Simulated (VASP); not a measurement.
Ca, 1 atom in the cell. The typed cell holds 1 atom: a = 3.928 Å, b = 3.875 Å, c = 4.059 Å, α = 60.27°, β = 59.78°, γ = 59.78°.  The cell isn't the ideal one: cell strained at random at fixed volume.

* Program: VASP 6.6.1
* Task: electron localisation function
* Functional: AM05
* Dispersion: D4
* Potentials or basis: VASP PAW PBE potentials, release 64 (Ca_sv_GW)
* Cutoff: 550 eV
* k mesh: 8 × 8 × 8
* Occupations: gaussian, width 0.1 eV
* Spin: no spin polarisation
* Further INCAR settings: ALGO = Fast; EDIFF = 1e-06; AMIX = 0.05

Potentials or basis: VASP PAW PBE potentials, release 64 (Ca_sv_GW).

Run with:

```bash
$ cat potpaw_PBE.64/Ca_sv_GW/POTCAR > POTCAR
$ mpirun -np 1 vasp_std > vasp.out
```

Hardware: 1 thread of Intel(R) Xeon(R) Platinum 8488C (Sapphire Rapids) (shared host).

Question: How long does it take, and how much memory?

Answer: Wall time 3.6 min on 1 thread of Intel(R) Xeon(R) Platinum 8488C (Sapphire Rapids) (shared host), peak memory 0.26 GiB. Counts: scf iterations 26, k points 260.
